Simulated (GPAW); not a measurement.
Set up this calculation in GPAW 26.7.0, as an ASE script.

```yaml
Task: one-shot levels on a semilocal density
Functional: SCAN
Potentials_or_basis: GPAW PAW data sets (gpaw-data 1.2.1)
Cutoff: 400 eV
Basis: pw
k_mesh: 5 × 5 × 5
Occupations: fermi-dirac, width 0.001 eV
Spin: no spin polarisation
Maxiter: 150
Exx_fractions: SCAN0 0.25
```

The system is InP.

```
CELL_PARAMETERS angstrom
0.00000 2.89089 2.89089
2.89089 0.00000 2.89089
2.89089 2.89089 0.00000
ATOMIC_POSITIONS crystal
In 0.00000 0.00000 0.00000
P 0.25000 0.25000 0.25000
```

The cell isn't the ideal one: volume scaled by 0.96.

One way to write it, as run:

run.py

```python
import numpy as np
from ase.dft.bandgap import bandgap
from ase.io import write
from ase.spacegroup import crystal
from ase.units import Ha
from gpaw import GPAW, PW
from gpaw.hybrids.energy import non_self_consistent_energy
from gpaw.new.pw.nschse import non_self_consistent_matrix_elements

# In 4a
# P 4c
atoms = crystal(['In', 'P'],
                basis=[[0.0, 0.0, 0.0],
                       [0.25, 0.25, 0.25]],
                spacegroup=216, setting=1,  # F-43m
                cellpar=[5.78178759, 5.78178759, 5.78178759, 90.0, 90.0, 90.0],
                primitive_cell=True)

calc = GPAW(mode=PW(400),
            xc='MGGA_X_SCAN+MGGA_C_SCAN',
            kpts={'size': (5, 5, 5), 'gamma': True},
            occupations={'name': 'fermi-dirac', 'width': 0.001},
            nbands=18,
            convergence={'density': 1e-06, 'bands': 16},
            maxiter=150,
            txt='gpaw.txt')
atoms.calc = calc
energy = atoms.get_potential_energy()
calc.write('gs.gpw')
write('result.traj', atoms)
print(f'Energy: {energy:.6f} eV')
print('Fermi level:', round(calc.get_fermi_level(), 4), 'eV')
print(f'Gap: {bandgap(calc)[0]:.4f} eV, direct: {bandgap(calc, direct=True)[0]:.4f} eV')

calc.write('wfs.gpw', mode='all')
eps = calc.eigenvalues()
free = calc.get_potential_energy(force_consistent=True)
semilocal_x = free + calc.get_xc_difference('MGGA_X_SCAN')  # without correlation
exact_x = non_self_consistent_energy(calc, 'EXX').sum()
h_x = non_self_consistent_matrix_elements(GPAW('wfs.gpw').dft, 'MGGA_X_SCAN')
h_exx = non_self_consistent_matrix_elements(GPAW('wfs.gpw').dft, 'EXX')
shift = np.einsum('sknn->skn', h_exx - h_x).real * Ha
np.savetxt('shift.dat', shift[..., :16].reshape((-1, 16)), fmt='%.4f')
occupied = eps < calc.get_fermi_level()
for name, a in {'SCAN0': 0.25}.items():
    levels = (eps + a * shift)[..., :16]
    gap = levels[~occupied[..., :16]].min() - levels[occupied[..., :16]].max()
    print(f'{name}: share {a}, energy {free + a * (exact_x - semilocal_x):.6f} eV, gap {gap:.4f} eV')
```

Potentials or basis: GPAW PAW data sets (gpaw-data 1.2.1), pw.

Command:

```bash
$ OMP_NUM_THREADS=1 python run.py
```

It gave:

```json
{
  "Band gap on the k mesh": "1.28 eV, direct"
}
```

Caveat: the k mesh is coarse; energy and the plain gap are those of the semilocal run; the hybrids' values are one shot on its orbitals and mesh; spin-orbit coupling is left out, which moves the levels of the heavy elements.

Wall time 2 min on 1 thread of Arm Neoverse V1, with other jobs on the host, peak memory 0.54 GiB.
